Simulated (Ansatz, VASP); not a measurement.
BP: VASP beside Ansatz

Contents of POSCAR:

```
BP
1.0
    0.0000000000      2.2907263600      2.2907263600
    2.2907263600      0.0000000000      2.2907263600
    2.2907263600      2.2907263600      0.0000000000
B P
1 1
Direct
    0.0000000000      0.0000000000      0.0000000000
    0.2500000000      0.2500000000      0.2500000000
```

Contents of INCAR.step1:

```
SYSTEM = BP
ALGO = Normal
EDIFF = 1E-4
ENCUT = 520
GGA = PE
ISMEAR = 0
LASPH = .True.
LCHARG = .False.
LREAL = .False.
LWAVE = .True.
NBANDS = 11
NELM = 100
PREC = Accurate
SIGMA = 0.02
```

The input INCAR.step2:

```
SYSTEM = BP
ALGO = Normal
EDIFF = 1E-6
ENCUT = 520
ISIF = 2
ISMEAR = 0
ISTART = 1
LASPH = .True.
LCHARG = .False.
LMIXTAU = .True.
LREAL = .False.
LWAVE = .False.
METAGGA = R2SCAN
NBANDS = 11
NELM = 100
PREC = Accurate
SIGMA = 0.02
```

KPOINTS

```
k-points
0
Gamma
  10 10 10
  0 0 0
```

Input for Ansatz:

```yaml
crystal:
  lattice:
    - [0.0, 2.29072636, 2.29072636]
    - [2.29072636, 0.0, 2.29072636]
    - [2.29072636, 2.29072636, 0.0]
  atoms:
    - { symbol: B, position: [0.0, 0.0, 0.0] }
    - { symbol: P, position: [0.25, 0.25, 0.25] }
basis:
  ecutwfc: 500
kpoints:
  mp_grid: { grid: [10, 10, 10] }
hamiltonian:
  xc: r2scan
scf:
  occupations: { method: gaussian, width: 0.02 }
output:
  forces: true
  stress: true
  eigenvalues: true
  write_density: true
  write_potential: true
  elf: true
  volumetric_format: npy
```

Alike in both runs: task single point; functional r2SCAN; k mesh 10 × 10 × 10; occupations gaussian, width 0.02 eV; no spin polarisation.

```csv
,VASP,Ansatz
version,VASP 6.6.1,Ansatz 0.2.0
potentials or method,"VASP PAW PBE potentials, release 64 (B, P)","scalar-relativistic, plane waves, PAW"
plane-wave cutoff (eV),520,500
valence electrons in the cell,8,8
```

|  | VASP | Ansatz | Ansatz less VASP |
| --- | --- | --- | --- |
| gap on the k mesh at the Fermi level (eV) | 1.48 | 1.45 | -0.030 |
| least direct gap on the mesh (eV) | 3.60 | 3.56 | -0.040 |
| pressure (GPa) | -5.2 | -4.7 | +0.48 |

Caveats: the PAW data sets were made with another functional, which shifts forces and pressure a little (VASP). r2SCAN opens gaps a little over a GGA but as a rule still falls short of measured ones. A k mesh can miss the band edges.
